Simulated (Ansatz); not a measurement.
Crystal: SiNi.

```xyz
8
Lattice="5.1731 0.0000 0.0000 0.0000 3.3381 0.0000 0.0000 0.0000 5.6049" Properties=species:S:1:pos:R:3 pbc="T T T"
Ni    5.1328    2.5036    4.5539
Ni    2.6268    0.8345    1.7514
Ni    2.5463    2.5036    3.8535
Ni    0.0403    0.8345    1.0510
Si    3.5111    0.8345    5.1425
Si    4.2486    2.5036    2.3400
Si    0.9245    0.8345    3.2649
Si    1.6620    2.5036    0.4624
```

Base run:

* Program: Ansatz 0.2.0
* Functional: PBE
* Potentials or basis: Ansatz PAW
* Cutoff: 420 eV (not typed: the program's choice for these potentials)
* k mesh: 5 × 8 × 5
* Occupations: fermi-dirac, width 0.05 eV
* Spin: collinear spin, ferromagnetic start
* Starting moments: [1.0, 1.0, 1.0, 1.0, 0.0, 0.0, 0.0, 0.0] μB

Its results: band gap on the k mesh none (metal or under the smearing width); pressure 1.7 GPa; net moment 0.00 μB per cell; largest force 0.053 eV/Å.

Q: The run is repeated on the same cell with these changes: functional from PBE to r2SCAN; cutoff from 420 eV (not typed: the program's choice for these potentials) to 500 eV (not typed: the program's choice for these potentials). What comes out?

A: Band gap on the k mesh none (metal or under the smearing width); pressure -3.2 GPa; net moment 0.00 μB per cell; largest force 0.146 eV/Å.

Caveats: the starting moments weren't kept; the magnetic or orbital state may not be the lowest (some runs); the PAW data sets come from PBE, with cores solved anew for the run's functional, which leaves a small shift of forces and pressure (some runs).
